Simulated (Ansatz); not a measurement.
Rh: relaxation of cell and atoms with revPBE+D3(BJ)

Rh:

```xyz
1
Lattice="0.0000 1.8979 1.8979 1.8979 0.0000 1.8979 1.8979 1.8979 0.0000" Properties=species:S:1:pos:R:3 pbc="T T T"
Rh    0.0000    0.0000    0.0000
```

```
Program             : Ansatz 0.2.0
Task                : relaxation of cell and atoms
Functional          : revPBE
Dispersion          : D3(BJ)
Potentials or basis : Ansatz PAW
Cutoff              : 420 eV (not typed: the program's choice for these potentials)
k mesh              : 12 × 12 × 12
Occupations         : fermi-dirac, width 0.05 eV
Spin                : no spin polarisation
```

```
Relaxed volume                         : 13.45 Å³/atom
Relaxed cell                           : a = 2.669 Å, b = 2.669 Å, c = 2.669 Å, α = 60.00°, β = 60.00°, γ = 60.00°
Space group after relaxing (to 0.05 Å) : Fm-3m (No. 225)
Energy gained by relaxing              : 3.2 meV/atom
Ionic steps                            : 5
Pressure after relaxing                : 0.0 GPa
```

The path:
```tsv
step	energy change (eV)	largest force (eV/Å)	volume (Å³)
1	0.0000	0.0000	13.67
2	-0.0015	0.0000	13.28
3	-0.0034	0.0000	13.46
4	-0.0034	0.0000	13.45
5	-0.0032	0.0000	13.45
```

Final structure:
```cif
data_structure
_symmetry_space_group_name_H-M 'P 1'
_symmetry_Int_Tables_number 1
_cell_length_a 2.6694
_cell_length_b 2.6694
_cell_length_c 2.6694
_cell_angle_alpha 60.000
_cell_angle_beta 60.000
_cell_angle_gamma 60.000
_cell_volume 13.45
loop_
_atom_site_label
_atom_site_type_symbol
_atom_site_fract_x
_atom_site_fract_y
_atom_site_fract_z
_atom_site_occupancy
Rh1 Rh 0.00000 0.00000 0.00000 1
```

It took 2.1 s on 2 threads of Arm Neoverse V1, on a shared host, peak memory 0.27 GiB.

Caveat: the plane-wave basis is chosen anew once the cell has moved, so the energies of steps on either side of that aren't comparable; the PAW data sets come from PBE, with cores solved anew for the run's functional, which leaves a small shift of forces and pressure.
